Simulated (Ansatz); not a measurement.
# AlRu (Pm-3m) in Ansatz: notebook

One crystal, AlRu, is run at these levels: r2SCAN, LDA; tasks: band structure, phonons.

Program: Ansatz 0.2.0. These are calculated values, not measurements. Logs are shortened: lines on timing, memory, paths and dates and some standing lists are left out, and cuts for length are marked.

**1. The structure**

Symmetry: Pm-3m, No. 221, cubic system. The conventional cell has a = 2.992 Å, b = 2.992 Å, c = 2.992 Å, α = 90.00°, β = 90.00°, γ = 90.00°. Around Ru (site symmetry m-3m) lie 8 Al at 2.59 Å. Around Al (site symmetry m-3m) lie 8 Ru at 2.59 Å.

**2. Band structure, r2SCAN**

Input file input.yaml:

```yaml
crystal:
  lattice:
    - [2.9916, 0.0, 0.0]
    - [0.0, 2.9916, 0.0]
    - [0.0, 0.0, 2.9916]
  atoms:
    - { symbol: Ru, position: [0.5, 0.5, 0.5] }
    - { symbol: Al, position: [0.0, 0.0, 0.0] }
hamiltonian:
  xc: r2scan
  pseudopotentials: { kind: paw }
kpoints:
  mp_grid: { grid: [9, 9, 9] }
  band_path:
    path:
      - [[0.0, 0.0, 0.0], [0.0, 0.5, 0.0], [0.5, 0.5, 0.0], [0.0, 0.0, 0.0], [0.5, 0.5, 0.5], [0.0, 0.5, 0.0]]
      - [[0.5, 0.5, 0.0], [0.5, 0.5, 0.5]]
    npoints: 14
scf:
  occupations: { method: fermi_dirac, width: 0.05 }
  n_extra_bands: 6
output:
  forces: true
  stress: true
  eigenvalues: true
  fatbands: true
  write_density: true
  write_potential: true
  elf: true
  volumetric_format: npy
```

Potentials or basis: Ansatz PAW.

The run is started by

```
ansatz run input.yaml --threads 2 --pin off --max-ram 5632MiB --backend cpu --events-out ev --progress --plain --runs-dir out
```

Output:

```text
Warning: RAYON_NUM_THREADS=2 ignored (pool sized by the plan → 2); use --threads N
scf.n_extra_bands = 6 over 10 filled bands (N_el = 19.0): the run solves 16 bands
Engine: ansatz 0.2.0, aarch64-unknown-linux-gnu
Pseudopotentials: kind: paw
Pseudopotential: Ru, paw, valence charge 16, recommended cutoff 500 eV (meta_gga), Ru.paw.azcp
Pseudopotential: Al, paw, valence charge 3, recommended cutoff 500 eV (meta_gga), Al.paw.azcp
Functional definition: r2SCAN
  parameter k0 = 0.174
  parameter k1 = 0.065
  parameter a1 = 4.9479
  exchange = r2scan_x(k0 = k0, k1 = k1, a1 = a1)
  correlation = r2scan_c
Crystal: 2 atoms, lattice volume = 26.774 Å³
Basis set: ecut = 500 eV, 691 PW (Γ), exchange–correlation on 96×96×96 points (64 copies of the dense FFT grid, shifted against one another)
Bands: 16, of which v1, the nominal top of the filled ones, is band 10 counted from 1 (9 counted from 0)
Symmetry: 48 space group operations
Space group: Pm-3m (ITA 221), of the structure as read, at distance tolerance 3.0e-5 Å
k-points: 35 of 729
Non-local potential: Ru, projectors of the file, l = 0: 3, l = 1: 2, l = 2: 2, l = 3: 1
Non-local potential: Al, projectors of the file, l = 0: 2, l = 1: 2, l = 2: 1
PAW form: soft (Blöchl's): semilocal exchange-correlation on the pseudo side does not see the compensation charge
PAW frozen core: Ru, regenerated for the run's functional (the file was generated under x = pbe(κ = 0.804, μ = 0.2195149727645171), c = pbe(β = 0.06672455060314922))
PAW frozen core: Al, regenerated for the run's functional (the file was generated under x = pbe(κ = 0.804, μ = 0.2195149727645171), c = pbe(β = 0.06672455060314922))
PAW one-centre angular grid: Ru, 590 points (default); XC on 160 Gauss nodes
PAW one-centre angular grid: Al, 302 points (default); XC on 160 Gauss nodes
Initial density: superposition of atomic densities (neutral atoms: chi_scale 0, normalization atom), corrected by the library's trained network
Initial wavefunctions: pseudopotential atomic-orbital guess
Functional: x = r2scan, c = r2scan; τ floored in thin density (d = 2e-4 eV/Å³)
SCF iter   1: F=—  HF=-6432.522385 eV  |F-HF|=—  |Δ(HF+E_count)|=         —  Δρ=7.93e-3  dr2=1.01e-2  dr2_τ=2.01e-2  ethr=1.77e-3  ⟨swp⟩=5.6  Hψ=3118  notcnv=0  defer=7
preconditioner: auto → none  [metal: Δε(μ)=0.072 eV  Ē_g=11.703 eV  σ=0.050 eV  W_gap=0.31  n_scr=6 (ndim 8)  ℏωp=23.8 eV  f_vac=0.000  D(μ)=1.94/eV (n_scr^D=18)  sad-step TF]
SCF iter   2: F=—  HF=-6432.539758 eV  |F-HF|=—  |Δ(HF+E_count)|=   1.74e-2  Δρ=3.67e-3  dr2=2.82e-3  dr2_τ=1.44e-4  ethr=5.33e-5  ⟨swp⟩=2.0  Hψ=1332  notcnv=0  defer=60
SCF iter   3: F=—  HF=-6432.539445 eV  |F-HF|=—  |Δ(HF+E_count)|=   3.12e-4  Δρ=2.45e-3  dr2=1.93e-3  dr2_τ=1.51e-4  ethr=1.49e-5  ⟨swp⟩=2.1  Hψ=726  notcnv=0  defer=60
SCF iter   4: F=—  HF=-6432.539091 eV  |F-HF|=—  |Δ(HF+E_count)|=   3.54e-4  Δρ=3.75e-4  dr2=2.20e-5  dr2_τ=4.48e-6  ethr=1.02e-5  ⟨swp⟩=2.3  Hψ=685  notcnv=0  defer=60
SCF iter   5: F=—  HF=-6432.539097 eV  |F-HF|=—  |Δ(HF+E_count)|=   5.87e-6  Δρ=1.19e-4  dr2=3.80e-6  dr2_τ=2.41e-7  ethr=1.16e-7  ⟨swp⟩=2.8  Hψ=804  notcnv=0  defer=60
SCF iter   6: F=-6432.539098 eV  HF=-6432.539098 eV  |F-HF|=9.10e-9  |Δ(HF+E_count)|=   4.11e-7  Δρ=1.59e-5  dr2=3.86e-8  dr2_τ=8.37e-9  ethr=5.26e-10  ⟨swp⟩=10.1  Hψ=3699  notcnv=0
SCF 1 converged in 6 iterations: F = -6432.539098 eV  dr2 = 3.86e-8
NSCF: frozen V_eff on 86 k-points
SCF converged after 6 iterations
Free energy (F): -6432.539098 eV
Harris-Foulkes:  -6432.539098 eV  (|F-HF|=9.10e-9)
Internal energy: -6432.523076 eV  (E = F + TS)
E sigma→0 (E₀):  -6432.531087 eV
Entropy (-TS):   -0.016022 eV (-8.011 meV/atom)
Fermi energy:    15.869123 eV
--- Per-component energies (eV) ---
  E_band       = -136.775895
  E_kinetic    = 542.918147
  E_local      = -1796.741540  (includes V_loc(G=0)·N_el)
  E_nonlocal   = 353.748721
  E_hartree    = 638.686887
  E_xc         = -222.806786
  E_vxc        = -301.288935  (∫ρ·V_xc dr)
  E_paw        = -3953.133760  (= ΣΔE_a)
  E_vpaw       = -233.391834  (= ΣTr[D̂ρ^β])
  E_aug_tail   = 0.000094  (compensation charges beyond the density's cutoff)
  E_vtau       = 20.610552  (kinetic-family band-sum trace: ∫τ·v_τ [+ j·A + Jᵃ·Aᵃ] dr)
  E_ewald      = -1994.823776
  E_core_change = -0.371064  (= ΣΔE_core)
  E_smearing   = -0.016022  (= −TS)
  E_closure    = 0.000000  (closes the sum)
  Σ components = -6432.539098   (vs F -6432.539098, Δ=0.00e0)
--- Forces (eV/Å), atoms counted from 1 ---
  atom   1  Ru     0.00000000     0.00000000     0.00000000
  atom   2  Al    -0.00000000     0.00000000    -0.00000000
  max |Σ_I F_I| component: 8.14e-29 eV/Å
--- Stress (GPa, compression-positive) ---
       -2.039092       0.000000       0.000000
       -0.000000      -2.039092       0.000000
        0.000000       0.000000      -2.039092
  P = ⅓ Tr σ = -2.0391 GPa (-20.391 kbar)
--- Band table (eV; the first three rows and the last of 35) ---
  k-point 0: bands = ["-57.9823", "-27.1451", "-27.1451", "-27.1451", "5.8119", "12.2658", "12.2658", "16.1127", "16.1127", "16.1127", "22.4846", "22.4846", "22.4846", "27.4081", "27.4081", "32.4309"]
  k-point 1: bands = ["-57.9802", "-27.1723", "-27.1428", "-27.1428", "6.0607", "12.3398", "12.3548", "15.8221", "15.8221", "16.1423", "21.3933", "22.9647", "22.9647", "26.8745", "28.2729", "33.1951"]
  k-point 2: bands = ["-57.9750", "-27.2406", "-27.1369", "-27.1369", "6.7797", "12.3866", "12.5933", "15.2039", "15.2039", "16.2183", "19.6834", "24.1511", "24.1511", "25.6859", "29.3278", "33.8305"]
  k-point 34: bands = ["-57.9321", "-27.3144", "-27.3138", "-27.3138", "10.9404", "11.1660", "11.1660", "17.2787", "17.2787", "19.1777", "19.5590", "20.6569", "20.6569", "25.1163", "25.1163", "25.5102"]
```

It took 2.8 s on 2 threads of Arm Neoverse V1, shared host; peak memory 0.35 GiB.

Results:

```
Free energy            : -6432.5391 eV
Pressure               : -2.0 GPa
Band gap on the k mesh : none (metal or under the smearing width)
```

Levels at the corners of the path, in eV from the Fermi level:
```
point  band 7  band 8  band 9  band 10  band 11  band 12
    Γ   -3.60    0.24    0.24     0.24     6.62     6.62
    X   -2.73   -1.61   -1.61     0.50     2.57     7.82
    M   -1.39   -1.39   -1.17    -1.17     1.78     5.75
    Γ   -3.60    0.24    0.24     0.24     6.62     6.62
    R   -4.82    1.87    1.87     3.29     4.42     4.42
    X   -2.73   -1.61   -1.61     0.50     2.57     7.82
    M   -1.39   -1.39   -1.17    -1.17     1.78     5.75
    R   -4.82    1.87    1.87     3.29     4.42     4.42
```

Caveat: the PAW data sets come from PBE, with cores solved anew for the run's functional, which leaves a small shift of forces and pressure.

**3. Phonons, LDA**

Input file input.yaml:

```yaml
crystal:
  lattice:
    - [2.9916, 0.0, 0.0]
    - [0.0, 2.9916, 0.0]
    - [0.0, 0.0, 2.9916]
  atoms:
    - { symbol: Ru, position: [0.5, 0.5, 0.5] }
    - { symbol: Al, position: [0.0, 0.0, 0.0] }
hamiltonian:
  xc: lda
  pseudopotentials: { kind: paw }
kpoints:
  mp_grid: { grid: [7, 7, 7] }
scf:
  occupations: { method: fermi_dirac, width: 0.05 }
phonons:
  method: dfpt
```

Potentials or basis: Ansatz PAW.

The run is started by

```
ansatz run input.yaml --threads 2 --pin off --max-ram 5632MiB --backend cpu --events-out ev --progress --plain --runs-dir out
```

Output:

```text
Warning: RAYON_NUM_THREADS=2 ignored (pool sized by the plan → 2); use --threads N
[... 2 set-up lines as earlier in the session ...]
Pseudopotential: Ru, paw, valence charge 16, recommended cutoff 420 eV (normal), Ru.paw.azcp
Pseudopotential: Al, paw, valence charge 3, recommended cutoff 420 eV (normal), Al.paw.azcp
Functional definition: SPW92
  exchange = slater_x
  correlation = pw_c
Crystal: 2 atoms, lattice volume = 26.774 Å³
Basis set: ecut = 420 eV, 485 PW (Γ), exchange–correlation on 40×40×40 points (8 copies of the dense FFT grid, shifted against one another)
Bands: 14, of which v1, the nominal top of the filled ones, is band 10 counted from 1 (9 counted from 0)
[... 1 set-up line as earlier in the session ...]
k-points: 40 of 343 (irreducible under 8 space group operations, time reversal used)
[... 3 set-up lines as earlier in the session ...]
PAW frozen core: Ru, regenerated for the run's functional, and the local potential with it (the file was generated under x = pbe(κ = 0.804, μ = 0.2195149727645171), c = pbe(β = 0.06672455060314922))
PAW frozen core: Al, regenerated for the run's functional, and the local potential with it (the file was generated under x = pbe(κ = 0.804, μ = 0.2195149727645171), c = pbe(β = 0.06672455060314922))
PAW one-centre angular grid: Ru, 590 points (default); XC on 64 Gauss nodes
PAW one-centre angular grid: Al, 110 points (default); XC on 64 Gauss nodes
[... 2 set-up lines as earlier in the session ...]
Functional: x = slater, c = lda
SCF iter   1: F=—  HF=-6272.454638 eV  |F-HF|=—  |Δ(HF+E_count)|=         —  Δρ=7.62e-3  dr2=1.64e-2  ethr=1.77e-3  ⟨swp⟩=5.2  Hψ=3113  notcnv=0
preconditioner: auto → none  [metal: Δε(μ)=0.047 eV  Ē_g=8.862 eV  σ=0.050 eV  W_gap=0.22  n_scr=6 (ndim 8)  ℏωp=23.8 eV  f_vac=0.000  D(μ)=2.48/eV (n_scr^D=26)  sad-step TF]
SCF iter   2: F=—  HF=-6272.452782 eV  |F-HF|=—  |Δ(HF+E_count)|=   1.86e-3  Δρ=4.54e-3  dr2=6.76e-3  ethr=8.66e-5  ⟨swp⟩=1.5  Hψ=910  notcnv=0
SCF iter   3: F=—  HF=-6272.451385 eV  |F-HF|=—  |Δ(HF+E_count)|=   1.40e-3  Δρ=5.58e-4  dr2=8.72e-5  ethr=3.56e-5  ⟨swp⟩=2.0  Hψ=823  notcnv=0
SCF iter   4: F=—  HF=-6272.451373 eV  |F-HF|=—  |Δ(HF+E_count)|=   1.17e-5  Δρ=1.47e-4  dr2=3.50e-6  ethr=4.59e-7  ⟨swp⟩=2.1  Hψ=759  notcnv=0
SCF iter   5: F=—  HF=-6272.451377 eV  |F-HF|=—  |Δ(HF+E_count)|=   3.85e-6  Δρ=1.43e-5  dr2=2.55e-8  ethr=1.84e-8  ⟨swp⟩=2.5  Hψ=913  notcnv=0
SCF iter   6: F=—  HF=-6272.451374 eV  |F-HF|=—  |Δ(HF+E_count)|=   2.96e-6  Δρ=2.83e-6  dr2=2.80e-10  ethr=1.34e-10  ⟨swp⟩=2.4  Hψ=839  notcnv=0
SCF iter   7: F=-6272.451374 eV  HF=-6272.451374 eV  |F-HF|=9.09e-13  |Δ(HF+E_count)|=  2.46e-11  Δρ=2.31e-7  dr2=2.23e-12  ethr=1.00e-12  ⟨swp⟩=5.2  Hψ=2326  notcnv=0
SCF 1 converged in 7 iterations: F = -6272.451374 eV  dr2 = 2.23e-12
DFPT response loops at Γ: preconditioner auto → Kerker (q_TF=auto, 2.577 Å⁻¹) (partly filled bands, converged f_vac=0.000); β = 1.00, the filter's whole step (`scf.mixing.beta` (0.50) is not read by the response loops under this deck's `scf.mixing.preconditioner`; to damp them name `kerker` or `kerker_dos`, under which they read `scf.mixing.beta`, and type it under 1.00, their step now; both keys bind the ground state too); Broyden in place of MSR1
SCF converged after 7 iterations
Free energy (F): -6272.451374 eV
Harris-Foulkes:  -6272.451374 eV  (|F-HF|=9.09e-13)
Internal energy: -6272.433552 eV  (E = F + TS)
E sigma→0 (E₀):  -6272.442463 eV
Entropy (-TS):   -0.017822 eV (-8.911 meV/atom)
Fermi energy:    15.872097 eV
--- Per-component energies (eV) ---
  E_band       = -124.325993
  E_kinetic    = 543.253809
  E_local      = -1804.089754  (includes V_loc(G=0)·N_el)
  E_nonlocal   = 360.690965
  E_hartree    = 638.312817
  E_xc         = -230.630503
  E_vxc        = -270.477285  (∫ρ·V_xc dr)
  E_paw        = -3785.774289  (= ΣΔE_a)
  E_vpaw       = -230.329177  (= ΣTr[D̂ρ^β])
  E_aug_tail   = -0.000222  (compensation charges beyond the density's cutoff)
  E_ewald      = -1994.823776
  E_core_change = 0.627401  (= ΣΔE_core)
  E_smearing   = -0.017822  (= −TS)
  E_closure    = 0.000000  (closes the sum)
  Σ components = -6272.451374   (vs F -6272.451374, Δ=0.00e0)
--- Band table (eV; the first three rows and the last of 40) ---
  k-point 0: bands = ["-55.8147", "-25.8186", "-25.8186", "-25.8186", "6.1708", "12.2444", "12.2444", "16.0275", "16.0275", "16.0275", "21.8555", "21.8555", "21.8555", "26.8180"]
  k-point 1: bands = ["-55.8117", "-25.8589", "-25.8153", "-25.8153", "6.5579", "12.3577", "12.3766", "15.5866", "15.5866", "16.0745", "20.3595", "22.5903", "22.5903", "26.0179"]
  k-point 2: bands = ["-55.8050", "-25.9485", "-25.8077", "-25.8077", "7.6507", "12.2369", "12.6992", "14.8081", "14.8081", "16.1825", "18.5659", "24.2562", "24.2562", "24.5071"]
  k-point 39: bands = ["-55.7703", "-25.9736", "-25.9729", "-25.9729", "11.0337", "11.4065", "11.4065", "16.7793", "16.7793", "18.3796", "18.9386", "20.4512", "20.4512", "24.7243"]
--- Phonons (Γ-DFPT): 2 representative perturbations + reference, on 40 of 343 k-points (Σ response iterations 7) ---
  k mesh reduced under 8 symmetry operations, with k and −k counted as one. Each operation leaves every solved perturbation unchanged. A smaller set is not used because it would not reduce the number of displacements times k-points to solve
  ASR residual: 1.635e-4 → 0.000e0 eV/Å²; symmetrization residual: 8.296e-6 eV/Å²
  ASR residual per site (eV/Å²): 1.64e-4 2.26e-6
  Γ frequencies (cm⁻¹): 0.00 0.00 0.00 299.26 299.26 299.26
  non-analytic LO–TO correction: not included (Born effective charges unavailable; polar crystals: no LO–TO splitting at Γ)
```

second_order_force_constants.tsv:

```text
# format = ansatz-second-order-force-constants/2
# a1_ang = 2.9916e0 0e0 0e0
[... 70 lines left out ...]
0	1	0	0	0	1	-7.013514381583709e0	2.1519057245286714e-31	6.573840876841765e-32	2.1519057245286714e-31	-7.013514381583709e0	2.0543252740130515e-33	6.573840876841765e-32	2.0543252740130515e-33	-7.013514381583708e0
1	0	0	0	0	0	-7.013514381583709e0	2.1519057245286714e-31	6.573840876841765e-32	2.1519057245286714e-31	-7.013514381583709e0	2.0543252740130515e-33	6.573840876841765e-32	2.0543252740130515e-33	-7.013514381583708e0
1	1	0	0	0	1	7.013514381583709e0	-2.1519057245286714e-31	-6.573840876841765e-32	-2.1519057245286714e-31	7.013514381583709e0	-2.0543252740130515e-33	-6.573840876841765e-32	-2.0543252740130515e-33	7.013514381583708e0
```

It took 2.3 s on 2 threads of Arm Neoverse V1, shared host; peak memory 0.33 GiB.

Results:

```yaml
Free_energy: -6272.4514 eV
Band_gap_on_the_k_mesh: none (metal or under the smearing width)
Highest_phonon_frequency_at_Γ: 299 cm⁻¹
```

Levels at points of the mesh, in eV from the Fermi level:
| k point | band 6 | band 7 | band 8 | band 9 | band 10 | band 11 | band 12 | band 13 | band 14 |
| --- | --- | --- | --- | --- | --- | --- | --- | --- | --- |
| (0.00, 0.00, 0.00) | -3.63 | -3.63 | 0.16 | 0.16 | 0.16 | 5.98 | 5.98 | 5.98 | 10.95 |

Phonon frequencies in cm⁻¹ (negative: imaginary):
| q point | frequencies |
| --- | --- |
| (0.000, 0.000, 0.000) | 0 0 0 299 299 299 |

Caveat: the PAW data sets come from PBE, with cores solved anew for the run's functional, which leaves a small shift of forces and pressure.
